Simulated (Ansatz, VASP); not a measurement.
**One calculation of CdS, two programs**

```
CELL_PARAMETERS angstrom
0.00000 2.59090 3.10908
2.59090 0.00000 3.10908
2.59090 2.59090 0.00000
ATOMIC_POSITIONS crystal
Cd 0.00000 0.00000 0.00000
S 0.50000 0.50000 0.50000
```

Alike in both runs: task single point; functional PBE; k mesh 12 × 12 × 12; occupations gaussian, width 0.03 eV; no spin polarisation.

|  | VASP | Ansatz |
| --- | --- | --- |
| version | VASP 6.6.1 | Ansatz 0.2.0 |
| potentials or method | VASP PAW PBE potentials, release 64 (Cd, S) | scalar-relativistic, plane waves, PAW |
| plane-wave cutoff (eV) | 520 | 420 |
| valence electrons in the cell | 18 | 26 |

```csv
,VASP,Ansatz,Ansatz less VASP
gap on the k mesh at the Fermi level (eV),none,none,-
pressure (GPa),4.5,4.0,-0.50
largest component of the traceless stress (GPa),8.07,7.71,-0.359
```

A gap of «none» marks a metal or a gap that the smearing closes. The two sets of potentials don't hold the same shells in valence.
